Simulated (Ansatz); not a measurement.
LiF: moving Li off its site

LiF, Fm-3m, a = 4.028 Å (as given, not relaxed at this level: -1.1 GPa). Ansatz: PBEsol, PAW, 420 eV, Γ-centred 10×10×10 mesh on 2 atoms, Gaussian smearing 0.05 eV; no spin polarisation.

```
Li F
1.0
     0.00000    2.01400    2.01400
     2.01400    0.00000    2.01400
     2.01400    2.01400    0.00000
Li F
1 1
Direct
  0.00000 0.00000 0.00000
  0.50000 0.50000 0.50000
```

Atom 1 (Li) moves by x along the unit vector (0.000, -0.707, -0.707), with its periodic images; all else is held. y is the free energy of the cell over the start, F the force along the path summed over the moved atoms. Symmetry makes y even in x.

| x (Å) | y (meV) | F (eV/Å) |
| --- | --- | --- |
| -0.1000 | 7.80 | 0.16 |
| -0.0500 | 1.93 | 0.08 |
| 0.0000 | 0.00 | 0.00 |
| 0.0125 | 0.12 | -0.02 |
| 0.0250 | 0.48 | -0.04 |
| 0.0375 | 1.08 | -0.06 |
| 0.0625 | ? | ? |
| 0.0750 | 4.36 | -0.12 |
| 0.0875 | 5.95 | -0.14 |

Problem. Fit y = c2 x² + c4 x⁴ to the energies of the other rows, give the force constant, and predict energy and force of the missing row.

Solution. Least squares on the rows shown. y = 768.4 x² + 1154 x⁴. The force constant is 2 c2 = 1.54 eV/Å² (for all images moving together, not for a lone atom). With two atoms in a cubic cell this is the optical mode at Γ without the LO field: ω = 521.5 √(2 c2/μ) = 287 cm⁻¹ for μ = 5.08 u. The force −dy/dx at the missing row is -0.10 eV/Å (computed -0.10). At x = 0.0625 the fit asked for gives 3.02 meV. The run gave 3.02 meV, the same to the digits shown.